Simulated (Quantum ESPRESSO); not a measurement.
Sn under changes of volume

One of the cells (33.803 Å³/atom); the others are scaled copies at fixed shape and fractional positions:

```
Sn
1.0
     0.00000    3.23334    3.23334
     3.23334    0.00000    3.23334
     3.23334    3.23334    0.00000
Sn
2
Cartesian
  4.8500 4.8500 4.8500
  3.2333 3.2333 3.2333
```

This isn't the form of Sn at room conditions, which is tetragonal (white tin).

| Property | Result |
| --- | --- |
| Program | Quantum ESPRESSO 7.5 |
| Functional | vdW-DF3-opt2 |
| Potentials or basis | PseudoDojo 0.4.1 SR PBE standard |
| Cutoff | 980 eV |
| Density cutoff | 3918 eV |
| k mesh | 7 × 7 × 7 |
| Occupations | fermi-dirac, width 0.05 eV |
| Spin | no spin polarisation |

```csv
volume (Å³/atom),energy over the lowest point (meV/atom),pressure (GPa)
31.775,77.02,6.5
32.451,52.39,5.2
33.127,33.20,3.9
33.803,18.89,2.9
34.479,?,?
35.155,2.78,1.1
35.831,0.00,0.3
```

Problem. What does the run at 34.479 Å³/atom give?

Solution. Energy over the lowest point 8.92 meV/atom; pressure 1.9 GPa.

Worked out: A Birch-Murnaghan fit of order 3 (a polynomial in V^(-2/3)) to the other rows has its minimum at 36.10 Å³/atom, just outside them, with B0 = V·E''(V) = 36 GPa and B' = 5.4. It gives 8.92 meV/atom at 34.479 Å³/atom, against the run's 8.92, and -dE/dV = 1.9 GPa, against 1.9.

Energies are extrapolated to zero smearing.

Caveats: the potentials were made for another functional, which shifts forces and pressure.
